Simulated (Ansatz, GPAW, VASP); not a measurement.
## One calculation of Ge, 3 ways

```xyz
2
Lattice="0.0000 2.8289 2.8289 2.8289 0.0000 2.8289 2.8289 2.8289 0.0000" Properties=species:S:1:pos:R:3 pbc="T T T"
Ge    4.2434    4.2434    4.2434
Ge    2.8289    2.8289    2.8289
```

Alike in all runs: task single point; functional PBE; k mesh 8 × 8 × 8; occupations gaussian, width 0.012 eV; no spin polarisation; no spin-orbit coupling. Pressure is positive in compression and, in plane waves, holds the error of the finite cutoff.

```csv
program and potentials,plane-wave cutoff (eV),notes,band gap (eV),pressure (GPa)
"GPAW, GPAW PAW data sets (gpaw-data 1.2.1)",600,4 valence electrons an atom on average,0.09,3.84
"Ansatz, all-electron LAPW, scalar-relativistic",-,-,0.04,3.55
"VASP, PBE PAW files Ge_d, 520 eV",520,14 valence electrons an atom on average,?,?
```

Question: Estimate from the other rows what the run with VASP, PBE PAW files Ge_d, 520 eV gave.

Answer: Band gap 0.03 eV; pressure 3.47 GPa. The other rows, which needn't bracket it: band gap 0.04 to 0.09; pressure 3.55 to 3.84.
